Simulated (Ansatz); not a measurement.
# Sb (I4/mmm) in Ansatz: convergence with wavefunction cutoff

Aim: find how far wavefunction cutoff must go before the results for Sb settle, at PBE. This setting moves, with any that are tied to it; all else stays.

All numbers are computed with Ansatz 0.2.0; they aren't measurements. Logs are shortened: lines on timing, memory, paths and dates and some standing lists are left out, and cuts for length are marked.

## Step 1: The crystal as given

It takes space group I4/mmm (No. 139, tetragonal). Conventional cell: a = 3.153 Å, b = 3.153 Å, c = 5.424 Å, α = 90.00°, β = 90.00°, γ = 90.00°. Around Sb (site symmetry 4/mmm) lie 12 Sb at 3.15 to 3.51 Å.

This isn't the form of Sb at room conditions, which is rhombohedral.

## Step 2: With wavefunction cutoff 200 eV

input.yaml reads:

```yaml
crystal:
  lattice:
    - [-1.5765401831, 1.5765401831, 2.7119384313]
    - [1.5765401831, -1.5765401831, 2.7119384313]
    - [1.5765401831, 1.5765401831, -2.7119384313]
  atoms:
    - { symbol: Sb, position: [0.0, 0.0, 0.0] }
hamiltonian:
  xc: pbe
  pseudopotentials: { kind: paw_fr }
magnetization:
  noncollinear: true
  spin_orbit: true
kpoints:
  mp_grid: { grid: [10, 10, 10] }
scf:
  occupations: { method: methfessel_paxton, width: 0.05 }
output:
  forces: true
  stress: true
  eigenvalues: true
basis:
  ecutwfc: "200 eV"
```

Potentials or basis: Ansatz PAW.

Started as:

```sh
$ ansatz run input.yaml --threads 2 --pin off --max-ram 5632MiB --backend cpu --events-out ev --progress --plain --runs-dir out
```

Wall time 2.4 s (2 threads of Arm Neoverse V1, shared host); peak memory 0.42 GiB.

Results:

- Free energy: -6476.4390 eV
- Pressure: 13.6 GPa
- Band gap on the k mesh: none (metal or under the smearing width)

## Step 3: With wavefunction cutoff 250 eV

Edit input.yaml of step 2 so:

```diff
@@ -22,2 +22,2 @@
 basis:
-  ecutwfc: "200 eV"
+  ecutwfc: "250 eV"
```

Potentials or basis: Ansatz PAW.

Started as:

```sh
$ ansatz run input.yaml --threads 2 --pin off --max-ram 5632MiB --backend cpu --events-out ev --progress --plain --runs-dir out
```

Wall time 2.8 s (2 threads of Arm Neoverse V1, shared host); peak memory 0.43 GiB.

Results:

* Free energy: -6485.4922 eV
* Pressure: 1.9 GPa
* Band gap on the k mesh: none (metal or under the smearing width)

## Step 4: With wavefunction cutoff 300 eV

Edit input.yaml of step 3 so:

```diff
@@ -22,2 +22,2 @@
 basis:
-  ecutwfc: "250 eV"
+  ecutwfc: "300 eV"
```

Started as:

```sh
$ ansatz run input.yaml --threads 2 --pin off --max-ram 5632MiB --backend cpu --events-out ev --progress --plain --runs-dir out
```

Run time: 4 s. Hardware: 2 threads of Arm Neoverse V1, shared host; peak memory 0.44 GiB.

Results:

```yaml
Free_energy: -6486.5181 eV
Pressure: 2.2 GPa
Band_gap_on_the_k_mesh: none (metal or under the smearing width)
```

## Step 5: With wavefunction cutoff 350 eV

Edit input.yaml of step 4 so:

```diff
@@ -22,2 +22,2 @@
 basis:
-  ecutwfc: "300 eV"
+  ecutwfc: "350 eV"
```

Started as:

```sh
$ ansatz run input.yaml --threads 2 --pin off --max-ram 5632MiB --backend cpu --events-out ev --progress --plain --runs-dir out
```

Wall time 4.7 s (2 threads of Arm Neoverse V1, shared host); peak memory 0.44 GiB.

Results:

```yaml
Free_energy: -6486.6058 eV
Pressure: 2.2 GPa
Band_gap_on_the_k_mesh: none (metal or under the smearing width)
```

## Step 6: With wavefunction cutoff 400 eV

Edit input.yaml of step 5 so:

```diff
@@ -22,2 +22,2 @@
 basis:
-  ecutwfc: "350 eV"
+  ecutwfc: "400 eV"
```

Potentials or basis: Ansatz PAW.

Started as:

```sh
$ ansatz run input.yaml --threads 2 --pin off --max-ram 5632MiB --backend cpu --events-out ev --progress --plain --runs-dir out
```

Run time: 4.2 s. Hardware: 2 threads of Arm Neoverse V1, shared host; peak memory 0.46 GiB.

Results (log left out):

```yaml
Free_energy: -6486.6094 eV
Pressure: 2.2 GPa
Band_gap_on_the_k_mesh: none (metal or under the smearing width)
```

## Step 7: With wavefunction cutoff 450 eV

Edit input.yaml of step 6 so:

```diff
@@ -22,2 +22,2 @@
 basis:
-  ecutwfc: "400 eV"
+  ecutwfc: "450 eV"
```

Started as:

```sh
$ ansatz run input.yaml --threads 2 --pin off --max-ram 5632MiB --backend cpu --events-out ev --progress --plain --runs-dir out
```

It took 5.7 s on 2 threads of Arm Neoverse V1, shared host; peak memory 0.48 GiB.

Results (log left out):

```
Free energy            : -6486.6105 eV
Pressure               : 2.2 GPa
Band gap on the k mesh : none (metal or under the smearing width)
```

## Step 8: With wavefunction cutoff 500 eV

Edit input.yaml of step 7 so:

```diff
@@ -22,2 +22,2 @@
 basis:
-  ecutwfc: "450 eV"
+  ecutwfc: "500 eV"
```

Started as:

```sh
$ ansatz run input.yaml --threads 2 --pin off --max-ram 5632MiB --backend cpu --events-out ev --progress --plain --runs-dir out
```

Run time: 6.2 s. Hardware: 2 threads of Arm Neoverse V1, shared host; peak memory 0.5 GiB.

It converged, with:

- Free energy: -6486.6111 eV
- Pressure: 2.2 GPa
- Band gap on the k mesh: none (metal or under the smearing width)

## Step 9: With wavefunction cutoff 600 eV

Edit input.yaml of step 8 so:

```diff
@@ -22,2 +22,2 @@
 basis:
-  ecutwfc: "500 eV"
+  ecutwfc: "600 eV"
```

Potentials or basis: Ansatz PAW.

Started as:

```sh
$ ansatz run input.yaml --threads 2 --pin off --max-ram 5632MiB --backend cpu --events-out ev --progress --plain --runs-dir out
```

Run time: 8.2 s. Hardware: 2 threads of Arm Neoverse V1, shared host; peak memory 0.54 GiB.

It converged, with:

| Property | Result |
| --- | --- |
| Free energy | -6486.6112 eV |
| Pressure | 2.2 GPa |
| Band gap on the k mesh | none (metal or under the smearing width) |

## Step 10: With wavefunction cutoff 800 eV

Edit input.yaml of step 9 so:

```diff
@@ -22,2 +22,2 @@
 basis:
-  ecutwfc: "600 eV"
+  ecutwfc: "800 eV"
```

Potentials or basis: Ansatz PAW.

Started as:

```sh
$ ansatz run input.yaml --threads 2 --pin off --max-ram 5632MiB --backend cpu --events-out ev --progress --plain --runs-dir out
```

What it wrote:

```text
Warning: RAYON_NUM_THREADS=2 ignored (pool sized by the plan → 2); use --threads N
Engine: ansatz 0.2.0, aarch64-unknown-linux-gnu
Pseudopotentials: kind: paw_fr
Pseudopotential: Sb, paw_fr, valence charge 15, recommended cutoff 420 eV (normal), Sb.paw.azcp#standard-fr
Functional definition: PBE
  parameter kappa = 0.804
  parameter beta = 0.06672455060314922
  exchange = pbe_x(kappa = kappa, mu = beta*pi^2/3)
  correlation = pbe_c(beta = beta)
non-collinear run that drives no moment, with spin-orbit: no starting moment large enough to seed its density (crystal.atoms[].spin), no starting occupations that ask for one, no magnetisation constraint and no magnetic field, so the semilocal B_xc is pinned to zero
Crystal: 1 atoms, lattice volume = 26.962 Å³
Basis set: ecut = 800 eV, 1373 PW (Γ), exchange–correlation on 72×72×72 points (8 copies of the dense FFT grid, shifted against one another)
Bands: 24, of which v1, the nominal top of the filled ones, is band 15 counted from 1 (14 counted from 0)
Symmetry: 16 space group operations + 16 with time reversal
Magnetic group: BNS 139.532 (UNI 1192), of the structure as read, at distance tolerance 3.0e-5 Å
k-points: 102 of 1000
Projection manifold: j_resolved (fully-relativistic pseudo-atomic orbitals)
Non-local potential: Sb, projectors of the file, l = 0: 2, l = 1: 4, l = 2: 4, l = 3: 4
PAW form: soft (Blöchl's): semilocal exchange-correlation on the pseudo side does not see the compensation charge
PAW one-centre angular grid: Sb, 590 points (default); XC on 96 Gauss nodes
Initial density: superposition of atomic densities (chi_scale 0.1, normalization cell)
Initial wavefunctions: pseudopotential atomic-orbital guess
Functional: x = pbe(κ = 0.804, μ = 0.2195149727645171), c = pbe(β = 0.06672455060314922)
SCF iter   1: F=—  HF=-6486.617820 eV  |F-HF|=—  |Δ(HF+E_count)|=         —  Δρ=9.58e-3  dr2=2.66e-2  dr2_m=0.00e0 (ungated)  ethr=3.10e-3  |M|=0.00e0 ∫|m|=0.00e0 μB  |m|>n=0.0e0 m-floor=0.0e0 τ_xc=0.0e0  β_m=0.30  ⟨swp⟩=9.5  Hψ=8240  notcnv=0  defer=30
preconditioner: auto → none  [insulator: Δε(μ)=0.100 eV  Ē_g=12.525 eV  σ=0.050 eV  W_gap=1.03  n_scr=10 (ndim 8)  ℏωp=16.0 eV  f_vac=0.000  D(μ)=0.16/eV (n_scr^D=0)  ε∞_Penn≈2.6]
SCF iter   2: F=—  HF=-6486.613501 eV  |F-HF|=—  |Δ(HF+E_count)|=   4.32e-3  S|Δr|=    0.00e0  Δρ=6.64e-3  dr2=1.27e-2  dr2_m=0.00e0 (ungated)  ethr=1.77e-4  |M|=0.00e0 ∫|m|=0.00e0 μB  |m|>n=0.0e0 m-floor=0.0e0 τ_xc=0.0e0  β_m=0.63  ⟨swp⟩=2.0  Hψ=1872  notcnv=0  defer=344
SCF iter   3: F=—  HF=-6486.612055 eV  |F-HF|=—  |Δ(HF+E_count)|=   1.45e-3  S|Δr|=    0.00e0  Δρ=2.05e-3  dr2=1.13e-3  dr2_m=0.00e0 (ungated)  ethr=8.45e-5  |M|=0.00e0 ∫|m|=0.00e0 μB  |m|>n=0.0e0 m-floor=0.0e0 τ_xc=0.0e0  β_m=0.63  ⟨swp⟩=2.6  Hψ=2039  notcnv=0  defer=344
SCF iter   4: F=—  HF=-6486.611602 eV  |F-HF|=—  |Δ(HF+E_count)|=   4.53e-4  S|Δr|=    0.00e0  Δρ=1.29e-3  dr2=4.34e-4  dr2_m=0.00e0 (ungated)  ethr=7.53e-6  |M|=0.00e0 ∫|m|=0.00e0 μB  |m|>n=0.0e0 m-floor=0.0e0 τ_xc=0.0e0  β_m=0.82  ⟨swp⟩=2.0  Hψ=1749  notcnv=0  defer=344
SCF iter   5: F=—  HF=-6486.611331 eV  |F-HF|=—  |Δ(HF+E_count)|=   2.71e-4  S|Δr|=    0.00e0  Δρ=8.95e-5  dr2=2.19e-6  dr2_m=0.00e0 (ungated)  ethr=2.89e-6  |M|=0.00e0 ∫|m|=0.00e0 μB  |m|>n=0.0e0 m-floor=0.0e0 τ_xc=0.0e0  β_m=0.86  ⟨swp⟩=2.0  Hψ=1802  notcnv=0  defer=344
SCF iter   6: F=—  HF=-6486.611326 eV  |F-HF|=—  |Δ(HF+E_count)|=   5.53e-6  S|Δr|=    0.00e0  Δρ=8.14e-6  dr2=8.99e-9  dr2_m=0.00e0 (ungated)  ethr=6.67e-10  |M|=0.00e0 ∫|m|=0.00e0 μB  |m|>n=0.0e0 m-floor=0.0e0 τ_xc=0.0e0  β_m=0.93  ⟨swp⟩=10.2  Hψ=7549  notcnv=0
SCF iter   7: F=-6486.611326 eV  HF=-6486.611326 eV  |F-HF|=1.52e-9  |Δ(HF+E_count)|=   5.18e-9  S|Δr|=    0.00e0  Δρ=2.35e-6  dr2=1.38e-9  dr2_m=0.00e0 (ungated)  ethr=5.99e-11  |M|=0.00e0 ∫|m|=0.00e0 μB  |m|>n=0.0e0 m-floor=0.0e0 τ_xc=0.0e0  ⟨swp⟩=2.0  Hψ=3468  notcnv=0
SCF 1 converged in 7 iterations: F = -6486.611326 eV  dr2 = 1.38e-9
SCF converged after 7 iterations
Stability not checked: this state was not tested for a lower state beside it, because cold or Methfessel-Paxton smearing, or corrected tetrahedra, fill the levels in a way that the test cannot read (fill_not_monotonic; see scf.lower_state_search)
Magnetization: |M| = 0.0000 μB,  M = (+0.0000, +0.0000, +0.0000) μB
Absolute magnetization: 0.0000 μB (∫|m|)
  site 0: m = (+0.0000, +0.0000, +0.0000) μB, |m| = 0.0000 μB  (R = 1.30 Å)
Free energy (F): -6486.611326 eV
Harris-Foulkes:  -6486.611326 eV  (|F-HF|=1.52e-9)
Internal energy: -6486.611524 eV  (E = F + TS)
E sigma→0 (E₀):  -6486.611375 eV
Entropy (-TS):   0.000199 eV (0.199 meV/atom)
Fermi energy:    11.645367 eV
--- Per-component energies (eV) ---
  E_band       = -144.284400
  E_kinetic    = 206.847884
  E_local      = -1439.355987  (includes V_loc(G=0)·N_el)
  E_nonlocal   = 362.013368
  E_hartree    = 657.880126
  E_xc         = -138.766358
  E_vxc        = -96.545670  (∫ρ·V_xc dr)
  E_paw        = -4577.145742  (= ΣΔE_a)
  E_vpaw       = -493.006121  (= ΣTr[D̂ρ^β])
  E_aug_tail   = -0.000000  (compensation charges beyond the density's cutoff)
  E_ewald      = -1558.084815
  E_smearing   = 0.000199  (= −TS)
  E_closure    = 0.000000  (closes the sum)
  Σ components = -6486.611326   (vs F -6486.611326, Δ=0.00e0)
--- Forces (eV/Å), atoms counted from 1 ---
  atom   1  Sb     0.00000000     0.00000000    -0.00000000
  max |Σ_I F_I| component: 6.31e-30 eV/Å
--- Stress (GPa, compression-positive) ---
        2.140127       0.000000       0.000000
        0.000000       2.140127      -0.000000
        0.000000      -0.000000       2.211097
  P = ⅓ Tr σ = 2.1638 GPa (21.638 kbar)
--- Band table (eV; the first three rows and the last of 102) ---
  k-point 0: bands = ["-18.3563", "-18.3563", "-18.3423", "-18.3423", "-17.1312", "-17.1312", "-17.1250", "-17.1250", "-17.0686", "-17.0686", "-1.2732", "-1.2732", "15.8617", "15.8617", "17.1008", "17.1008", "17.4903", "17.4903", "21.5826", "21.5826", "22.2329", "22.2329", "22.7613", "22.7613"]
  k-point 1: bands = ["-18.3544", "-18.3544", "-18.3371", "-18.3371", "-17.1244", "-17.1244", "-17.1199", "-17.1199", "-17.0715", "-17.0715", "-0.9712", "-0.9712", "15.1049", "15.1049", "16.0818", "16.0818", "16.2624", "16.2624", "20.2144", "20.2144", "21.9484", "21.9484", "22.9507", "22.9507"]
  k-point 2: bands = ["-18.3496", "-18.3496", "-18.3246", "-18.3246", "-17.1161", "-17.1161", "-17.0996", "-17.0996", "-17.0753", "-17.0753", "-0.0695", "-0.0695", "13.3745", "13.3745", "14.1251", "14.1251", "14.6928", "14.6928", "18.3977", "18.3977", "20.9998", "20.9998", "22.2993", "22.2993"]
  k-point 101: bands = ["-18.3369", "-18.3369", "-18.3334", "-18.3334", "-17.1225", "-17.1225", "-17.1087", "-17.1087", "-17.0365", "-17.0365", "2.4190", "2.4190", "5.9766", "5.9766", "13.4890", "13.4890", "14.0564", "14.0564", "17.6844", "17.6844", "17.8467", "17.8467", "32.4272", "32.4272"]
```

Wall time 12 s (2 threads of Arm Neoverse V1, shared host); peak memory 0.65 GiB.

Results:

```yaml
Free_energy: -6486.6113 eV
Pressure: 2.2 GPa
Band_gap_on_the_k_mesh: none (metal or under the smearing width)
```

## Step 11: Summary

| wavefunction cutoff | energy less the tightest run, at zero smearing (meV/atom) | pressure (GPa) | SCF cycles | CPU time (s) | peak memory (GiB) |
| --- | --- | --- | --- | --- | --- |
| 200 eV | 10172.39 | 13.57 | 6 | 4.5 | 0.42 |
| 250 eV | 1119.13 | 1.89 | 6 | 5.3 | 0.43 |
| 300 eV | 93.22 | 2.20 | 8 | 7.6 | 0.44 |
| 350 eV | 5.52 | 2.18 | 7 | 9 | 0.44 |
| 400 eV | 1.90 | 2.16 | 6 | 8.2 | 0.46 |
| 450 eV | 0.84 | 2.16 | 7 | 11 | 0.48 |
| 500 eV | 0.21 | 2.16 | 7 | 12 | 0.5 |
| 600 eV | 0.08 | 2.16 | 7 | 16 | 0.54 |
| 800 eV | 0.00 | 2.16 | 7 | 23 | 0.65 |

Against the tightest run, the energy stays within 1 meV/atom from 450 eV on; the pressure stays within 0.1 GPa from 300 eV on. The tightest run that finished is the yardstick and may itself not be fully converged.
